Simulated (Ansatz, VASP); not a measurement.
# TiAl31O48 (Ti_Al): VASP beside Ansatz, part 2 of 2

Aim: how closely do two programs agree when they are given the same cell, functional and k mesh? Of the first pair: The structure shown is the start of the Ansatz relaxation below; VASP solves that cell, so the two are compared at the walk's first step.

VASP 6.6.1 and Ansatz 0.2.0.

So far. Step 3 (VASP: single point, HSE06, start cell, pair 1): The run ends at a pressure of 2.75 GPa, with forces up to 0.89 eV/Å.

In doubt: the hybrid run may have settled on a false gap or state (step 5), so the values of those runs are not to be relied on.

**6. VASP: single point, HSE06, relaxed cell, pair 2**

Level of this step: HSE06, no spin polarisation; plane waves and PAW (Al, Ti_sv, O) (VASP).

The same cell, functional, mesh and smearing now go to VASP, with its own data sets.

The run reads the wave functions of an earlier VASP run, which isn't shown here.

The input, INCAR:

```
SYSTEM = TiAl31O48
PREC = Accurate
ENCUT = 520
EDIFF = 1E-06
NELM = 100
ISMEAR = -1
SIGMA = 0.01
LREAL = Auto
ALGO = Normal
LHFCALC = .TRUE.
AEXX = 0.25
GGA = PE
HFSCREEN = 0.208
LASPH = .TRUE.
NELECT = 394
NBANDS = 253
PRECFOCK = Fast
LORBIT = 11
LWAVE = .FALSE.
LCHARG = .FALSE.
ISIF = 2
```

The input, POSCAR:

```
TiAl31O48
1.0
    4.7733053274      2.7558691157      8.6752450800
   -4.7733053274      2.7558691157      8.6752450800
    0.0000000000     -5.5117382314      8.6752450800
Al Ti O
31 1 48
Direct
    0.3285122023      0.3282735786      0.3276659774
    0.0748441516      0.0746055278      0.0739979267
    0.1765585774      0.1763199537      0.1757123526
    0.3236746106      0.3242696688      0.8256023972
    0.4251281506      0.4269829641      0.9272885300
    0.0766657683      0.0733652725      0.5738202827
    0.1762964176      0.1736182609      0.6773560069
    0.3245082925      0.8262099983      0.3228283857
    0.4272215878      0.9278961311      0.4242819257
    0.0736038962      0.5744278839      0.0758195434
    0.1738568846      0.6779636081      0.1754501928
    0.3248868435      0.8232940956      0.8242018157
    0.4266881040      0.9261925676      0.9254895110
    0.0709736646      0.5755840354      0.5762198629
    0.1752563543      0.6744743012      0.6783859774
    0.8264486221      0.3234359869      0.3236620677
    0.9281347548      0.4248895269      0.4263753629
    0.5746665076      0.0764271445      0.0727576713
    0.6782022318      0.1760577939      0.1730106598
    0.8250480406      0.3246482198      0.8226864945
    0.9263357359      0.4264494803      0.9255849664
    0.5770660878      0.0707350409      0.5749764343
    0.6792322023      0.1750177305      0.6738667000
    0.8235327194      0.8248094169      0.3240406187
    0.9264311913      0.9260971122      0.4258418792
    0.5758226592      0.5768274641      0.0701274398
    0.6747129249      0.6789935785      0.1744101294
    0.8246019556      0.8243633318      0.8237557307
    0.9262963245      0.9260577008      0.9254500997
    0.5729398036      0.5727011799      0.5720935787
    0.6757534115      0.6755147878      0.6749071866
    0.4259338153      0.4256951915      0.4250875904
    0.2229902391      0.0287900337      0.3740696462
    0.4730589957      0.1270705751      0.2768031791
    0.0290286574      0.3746772474      0.2221440142
    0.3749158711      0.2227516154      0.0281824325
    0.1273091988      0.2774107803      0.4722127708
    0.2776494040      0.4728203720      0.1264629740
    0.2216622440      0.0272996732      0.8762325936
    0.4722412348      0.1250236269      0.7784837349
    0.0273805519      0.3742724512      0.7224909175
    0.3772813785      0.2037528349      0.5365846455
    0.1243363155      0.2783116820      0.9736653399
    0.2595054912      0.4756385874      0.6433529391
    0.2039914586      0.5371922467      0.3764351537
    0.4758772111      0.6439605402      0.2586592664
    0.0275382969      0.8768401948      0.2208160191
    0.3745110749      0.7230985186      0.0265343271
    0.1252622506      0.7790913361      0.4713950099
    0.2785503057      0.9742729410      0.1234900906
    0.2215369759      0.5297333982      0.8783720003
    0.4722466599      0.6245915295      0.7774900370
    0.0290785871      0.8746586765      0.7222050953
    0.3747383700      0.7225849538      0.5267994664
    0.1244923310      0.7792286468      0.9721435500
    0.2775838582      0.9680687412      0.6263849175
    0.7233371423      0.0271419282      0.3736648501
    0.9745115647      0.1240976918      0.2777040808
    0.5374308704      0.3770427548      0.2031452337
    0.8770788185      0.2214236203      0.0266920720
    0.6441991639      0.2592668675      0.4750309863
    0.7793299598      0.4720026110      0.1244160258
    0.7230513202      0.0288399634      0.8740510753
    0.9729897748      0.1242537073      0.7786210456
    0.5276456912      0.3744997463      0.7219773526
    0.8792182251      0.2212983522      0.5291257971
    0.6272311424      0.2773452345      0.9674611400
    0.7783362618      0.4720080362      0.6239839284
    0.7228235775      0.5274070675      0.3738921451
    0.9683073649      0.6269925186      0.2767376333
    0.5299720219      0.8789796014      0.2206907510
    0.8748973002      0.7228126965      0.0282323622
    0.6248301532      0.7780976381      0.4714004350
    0.7794672705      0.9727511511      0.1236461062
    0.7234642570      0.5288233237      0.8720798544
    0.9663501964      0.6274947047      0.7811161192
    0.5290619474      0.8726874556      0.7226180322
    0.8729260793      0.7232256333      0.5282157226
    0.6277333284      0.7817237204      0.9655039715
    0.7819623441      0.9661115726      0.6268871035
```

The input, KPOINTS:

```
Automatic mesh
0
Gamma
1 1 1
0 0 0
```

PAW data sets: Al, Ti_sv and O (PBE family, release 64).

Launch:

```console
> export OMP_NUM_THREADS=4
> mpirun -np 1 vasp_gam
```

Numbers of over 12 decimals in the logs are rounded to 6 here.

The log of the run:

```text
[... set-up lines as in an earlier step ...]
 entering main loop
       N       E                     dE             d eps       ncg     rms          rms(c)
DAV:   1    -0.713793587622E+03   -0.71379E+03   -0.18047E+01   620   0.911E+00    0.377E+01
DAV:   2    -0.714559576436E+03   -0.76599E+00   -0.24173E+00   684   0.262E+00    0.287E+01
DAV:   3    -0.714477845594E+03    0.81731E-01   -0.16023E-01   708   0.110E+00    0.187E+01
DAV:   4    -0.714424848616E+03    0.52997E-01   -0.44508E-02   740   0.668E-01    0.113E+01
[...]
DAV:  11    -0.714406540318E+03    0.90245E-05   -0.18502E-05   660   0.104E-02    0.256E-01
DAV:  12    -0.714406539004E+03    0.13135E-05   -0.94694E-06   428   0.543E-03    0.150E-01
DAV:  13    -0.714406538953E+03    0.51799E-07   -0.14433E-06   412   0.364E-03
   1 F= -.71440654E+03 E0= -.71440654E+03  d E =-.939299E-15
```

From OUTCAR (step 6):

```text
  FREE ENERGIE OF THE ION-ELECTRON SYSTEM (eV)
  ---------------------------------------------------
  free  energy   TOTEN  =      -714.4065389526 eV

  energy  without entropy=     -714.4065389526  energy(sigma->0) =     -714.40653895
```

The run ends at a pressure of 2.71 GPa, with forces up to 0.044 eV/Å.

**7. Comparison**

Both answers:

```csv
quantity,Ansatz,VASP,difference
gap on the k mesh (eV),1.399,1.374,+0.025
```

At this near-relaxed geometry the largest component of a force difference is 30 meV/Å. A gap on the mesh is an upper bound, since the band edges may lie between its points. The cell carries a charge of -1 e against a uniform background, so its pressure also hangs on how the neutralising background is counted, and in a defect's cell a gap may be the spacing between its levels.

**8. Results**

- r.m.s. force difference (single point, HSE06, start cell, pair 1): 12 meV/Å
- difference in gap on the k mesh (single point, HSE06, relaxed cell, pair 2): 0.025 eV
- r.m.s. force difference (single point, HSE06, relaxed cell, pair 2): 11 meV/Å

**Reading.** The r.m.s. force difference is 12 meV/Å (single point, HSE06, start cell, pair 1), at about the 12 meV/Å picked in this series as the mark of a large difference. Such differences can come from data sets, numerical settings and the points named under the comparisons, not from the functional's error against experiment.

[Lines on the potential files, build, host, timing and source positions are cut from VASP's logs without a mark.]

[Logs are printed without paths, hosts, clocks, repeated set-up lines and the standing remarks that a program may print on its own settings, such as how far it seeks lower states.]

[Hosts, paths, dates, database ids (printed as entryN), source tags and the programs' standing remarks are cut or masked in the printed files.]
